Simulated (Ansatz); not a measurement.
## BeS (F-43m): G0W0 and the starting functional

```
Be S
1.0
     0.00000    2.41000    2.41000
     2.41000    0.00000    2.41000
     2.41000    2.41000    0.00000
Be S
1 1
Direct
  0.00000 0.00000 0.00000
  0.25000 0.25000 0.25000
```

Held fixed (Ansatz):

| Property | Result |
| --- | --- |
| datasets | hand-made PAW set at its accurate level |
| k mesh | 4×4×4 |
| empty bands | 180 |
| response cutoff | 200 eV |
| frequencies | contour deformation |
| q → 0 term | analytic weight of Carrier, Rohra and Görling |
| band sums | cut at the band count |

The gap is read from Γ to k = (0, -0.5, -0.5), linearised, between the Kohn-Sham band edges among the points solved. ε∞ is the electronic dielectric constant on this mesh. Wave cutoffs: 1007, 1250 eV in the order of the table.

```
orbitals  KS gap (eV)  G0W0 gap (eV)   ε∞
     PBE         3.06           4.38  5.8
  r²SCAN         3.51           4.61  5.2
```

The Kohn-Sham gaps spread over 0.45 eV and the G0W0 gaps over 0.23 eV, so the dependence on the start shrinks but stays.

The cell is a model at fixed atoms and needn't be the relaxed known crystal. The PAW or pseudopotential files were made with PBE. Points k are given in fractions of the reciprocal vectors. The mesh is coarse, so these are values at the stated settings, not converged ones. Band sums or response are cut, so the gap isn't at its basis limit. The gap is read on the mesh, and the crystal's band edges can lie off it. With r²SCAN or HSE06 the Kohn-Sham levels are generalised ones. Meshes this coarse can overestimate the dielectric constant by a tenth and more.
